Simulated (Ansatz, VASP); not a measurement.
**KCl: VASP beside Ansatz**

The input INCAR:

```
PREC     = Accurate       # precision mode
ENCUT    = 520            # plane-wave cutoff, eV
EDIFF    = 1E-6           # SCF threshold, eV
ISMEAR   = -1             # smearing method
SIGMA    = 0.02           # smearing width, eV
LREAL    = False          # projectors in reciprocal space
LASPH    = True           # aspherical terms in the spheres
NELM     = 60             # most SCF steps
ALGO     = Normal         # electronic algorithm
ISIF     = 2              # what is computed and relaxed
LWAVE    = False          # write WAVECAR
LCHARG   = False          # write CHGCAR
GGA      = PS             # functional
NBANDS   = 15             # bands
```

File KPOINTS:

```
Automatic mesh
0
Gamma
  7 7 7
```

File POSCAR:

```
KCl
1.0
    3.6218460631      0.0000000000      0.0000000000
    0.0000000000      3.6218460631      0.0000000000
    0.0000000000      0.0000000000      3.6218460631
K Cl
1 1
Direct
    0.0000000000      0.0000000000      0.0000000000
    0.5000000000      0.5000000000      0.5000000000
```

Input for Ansatz:

```yaml
crystal:
  lattice:
    - [3.6218460631, 0.0, 0.0]
    - [0.0, 3.6218460631, 0.0]
    - [0.0, 0.0, 3.6218460631]
  atoms:
    - { symbol: K, position: [0.0, 0.0, 0.0] }
    - { symbol: Cl, position: [0.5, 0.5, 0.5] }
kpoints:
  mp_grid: { grid: [7, 7, 7] }
  band_path:
    path:
      - [0.0, 0.0, 0.0]
      - [0.0, 0.5, 0.0]
      - [0.5, 0.5, 0.0]
      - [0.0, 0.0, 0.0]
      - [0.5, 0.5, 0.5]
      - [0.0, 0.5, 0.0]
      - [0.5, 0.5, 0.5]
      - [0.5, 0.5, 0.0]
    npoints: 5
scf:
  occupations: { method: fermi_dirac, width: 0.02 }
hamiltonian:
  xc: pbesol
  pseudopotentials: { kind: all_electron, lapw: { basis_error: 0.0005 } }
output:
  forces: true
  stress: true
  eigenvalues: true
```

Change from the starting cell: volume scaled by 0.99.

Alike in both runs: task single point; functional PBEsol; k mesh 7 × 7 × 7; occupations fermi-dirac, width 0.02 eV; no spin polarisation.

|  | VASP | Ansatz |
| --- | --- | --- |
| version | VASP 6.6.1 | Ansatz 0.2.0 |
| potentials or method | VASP PAW PBE potentials, release 64 (K_sv, Cl) | all-electron LAPW, scalar-relativistic |
| plane-wave cutoff (eV) | 520 | see its input |

|  | VASP | Ansatz | Ansatz less VASP |
| --- | --- | --- | --- |
| gap on the k mesh at the Fermi level (eV) | 5.45 | 5.46 | +0.005 |
| pressure (GPa) | 2.7 | 2.6 | -0.10 |

Ansatz ran all-electron here, so the differences hold the error of VASP's frozen core and of both bases.

Caveats: the PAW data sets were made with another functional, which shifts forces and pressure a little (VASP); an odd mesh through Γ misses points on the zone boundary, where band edges often lie.
